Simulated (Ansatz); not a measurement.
# Fitting the PBE energy curve of FeO

It takes space group Fm-3m (No. 225, cubic). Conventional cell: a = 4.311 Å, b = 4.311 Å, c = 4.311 Å, α = 90.00°, β = 90.00°, γ = 90.00°. Fe (site symmetry m-3m) is surrounded by 6 O at 2.16 Å. O (site symmetry m-3m) has 6 Fe at 2.16 Å as nearest neighbours.

The cell was scaled at fixed shape and fractions and run with Ansatz, Ansatz PAW (earlier soft set), cutoff 420 eV; PBE, k mesh 11 × 11 × 11 on the cell of 2 atoms, fermi-dirac occupations of 0.05 eV, collinear spin, ferromagnetic start, no spin-orbit coupling. Energies are those that the program minimises, any entropy of the smearing included. The magnetic state is the one that the start led to, which needn't be the lowest.

```csv
V (Å³/atom),energy over the lowest row (meV/atom)
9.4126,22.735
9.6129,9.589
9.8132,2.225
10.0134,0.000
10.2137,2.318
10.4140,?
10.6143,19.032
```

**Question.** Fit the third-order Birch-Murnaghan form, give V0, B0 and B′, and predict the energy left open.

**Answer.** With y = (V0/V)^(2/3), E = E0 + (9 V0 B0/16) [(y - 1)³ B′ + (y - 1)² (6 - 4y)]. Least squares through the rows shown give V0 = 10.0073 Å³/atom, E0 = -0.026 meV, B0 = 184.6 GPa (1 eV/Å³ = 160.218 GPa) and B′ = 4.46, with a largest miss of 0.024 meV. At V = 10.4140 the form with these constants gives 8.830 meV; the run gave 8.796 meV an atom.
